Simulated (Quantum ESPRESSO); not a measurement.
# Na: phonon spectrum and thermodynamics under several settings

```
Na
1.0
    -2.14100    2.14100    2.14100
     2.14100   -2.14100    2.14100
     2.14100    2.14100   -2.14100
Na
1
Direct
  0.00000 0.00000 0.00000
```

All runs used Quantum ESPRESSO 7.5; k mesh 8 × 8 × 8; relaxed cell; no spin polarisation; cutoff 612 eV; occupations methfessel-paxton, width 0.272 eV; q mesh 4 × 4 × 4.

| level | potentials | volume (Å³/atom) | highest frequency (cm⁻¹) | zero-point energy (meV/atom) | entropy at room temperature (k_B/atom) |
| --- | --- | --- | --- | --- | --- |
| PBE | GBRV 1.5 PBE | 36.99 | 127 | 15.7 | 5.94 |
| LDA | GBRV 1.5 LDA | ? | ? | ? | ? |

Task: What stands in the row left open?

Result: Volume 33.29 Å³/atom; highest frequency 135 cm⁻¹; zero-point energy 16.6 meV/atom; entropy at room temperature 5.79 k_B/atom.

Caveats: the mesh is thin for the phonons of a metal; λ from interpolated matrix elements is rough: modes that symmetry makes equal can differ by tens of percent; the volume moved by over 15 % at a fixed basis, so the end points are rough (some runs).

For the row left open. Caveat: the mesh is thin for the phonons of a metal; the volume moved by over 15 % at a fixed basis, so the end points are rough; λ from interpolated matrix elements is rough: modes that symmetry makes equal can differ by tens of percent.
